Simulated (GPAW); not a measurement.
AlN:

```
Al N
1.0
     3.11300    0.00000    0.00000
    -1.55650    2.69594    0.00000
     0.00000    0.00000    4.98100
Al N
2 2
Direct
  0.66667 0.33333 0.50000
  0.33333 0.66667 0.00000
  0.66667 0.33333 0.88000
  0.33333 0.66667 0.38000
```

| Property | Result |
| --- | --- |
| Program | GPAW 26.7.0 |
| Task | relaxation of cell and atoms |
| Functional | RPBE |
| Dispersion | D3(BJ) |
| Potentials or basis | the program's PAW data sets (release 1.2.1) made for this functional |
| Cutoff | 800 eV |
| Basis | pw |
| k mesh | 7 × 7 × 4 |
| Occupations | fermi-dirac, width 0.05 eV |
| Spin | no spin polarisation |

At the start: pressure -12.7 GPa; volume 10.45 Å³/atom.

Question: How do energy, volume and symmetry change on relaxing?

Answer: Over 6 steps the energy falls by 24.0 meV/atom and the volume is 9.82 Å³/atom (-6.0 %); space group P6_3mc (No. 186, to 0.05 Å).

Step by step:
```
step  energy change (eV)  largest force (eV/Å)  pressure (GPa)  volume (Å³)
   1              0.0000                0.1566          -12.66        41.80
   2             -0.0268                0.0966          -11.05        41.43
   3             -0.0931                0.1704            0.14        39.28
   4             -0.0951                0.0819           -0.29        39.35
   5             -0.0958                0.0206           -0.08        39.31
   6             -0.0959                0.0272            0.03        39.29
```

Final structure:
```
Al N
1.0
     3.05166    0.00000    0.00000
    -1.52583    2.64282    0.00000
     0.00000    0.00000    4.87209
Al N
2 2
Direct
  0.66667 0.33333 0.49860
  0.33333 0.66667 0.99860
  0.66667 0.33333 0.88140
  0.33333 0.66667 0.38140
```

Caveat: later steps reuse the first step's grids.
